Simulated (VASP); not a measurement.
NaI:

```
CELL_PARAMETERS angstrom
0.00000 3.20455 3.20455
3.20455 0.00000 3.20455
3.20455 3.20455 0.00000
ATOMIC_POSITIONS crystal
Na 0.00000 0.00000 0.00000
I 0.50000 0.50000 0.50000
```

Base run:

```yaml
Program: VASP 6.6.1
Functional: PBE0
Potentials_or_basis: VASP PAW PBE potentials, release 64 (Na_pv, I)
Cutoff: 520 eV
k_mesh: 6 × 6 × 6
Occupations: gaussian, width 0.03 eV
Spin: no spin polarisation
```

Its results: band gap on the k mesh 5.41 eV, direct; pressure 0.6 GPa.

The run is repeated on the same cell with these changes: functional from PBE0 to HSE06. What comes out?

Band gap on the k mesh 4.76 eV, direct; pressure 0.6 GPa.

Caveats: the PAW data sets were made with another functional, which shifts forces and pressure a little; spin-orbit coupling is left out, which moves the levels of the heavy elements.
